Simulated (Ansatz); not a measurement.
Input of an Ansatz 0.2.0 run:

The input input.yaml:

```yaml
crystal:
  lattice:
    - [0.0, 2.6045, 2.6045]
    - [2.6045, 0.0, 2.6045]
    - [2.6045, 2.6045, 0.0]
  atoms:
    - { symbol: Mn, position: [0.0, 0.0, 0.0], spin: 4.0 }
    - { symbol: S, position: [0.5, 0.5, 0.5] }
kpoints:
  mp_grid: { grid: [9, 9, 9] }
scf:
  occupations: { method: fermi_dirac, width: 0.05 }
hamiltonian:
  xc: pbe
  pseudopotentials: { kind: all_electron, lapw: { basis_error: 0.001 } }
magnetization:
  spin_polarized: true
output:
  forces: true
  stress: true
  eigenvalues: true
  populations: true
```

Potentials or basis: all-electron LAPW, scalar-relativistic.

Launch:

```bash
$ ansatz run input.yaml --threads 2 --pin off --max-ram 6144MiB --backend cpu --events-out ev --progress --plain --runs-dir out
```

(1) What does it give for the absolute moment?

(2) Predict the Loewdin charges.

(3) Estimate the band gap on the k mesh.

(4) What does it give for the pressure?

Results:

(1) 4.71 μB per cell.

(2) Mn +1.02; S -0.87 e.

(3) none (metal or under the smearing width).

(4) -2.9 GPa.

Caveat: a cell with one magnetic atom can't hold antiferromagnetic order, which such compounds often take; semilocal functionals often make such compounds metallic where correlation or magnetic order opens a gap, which also shifts bond lengths.
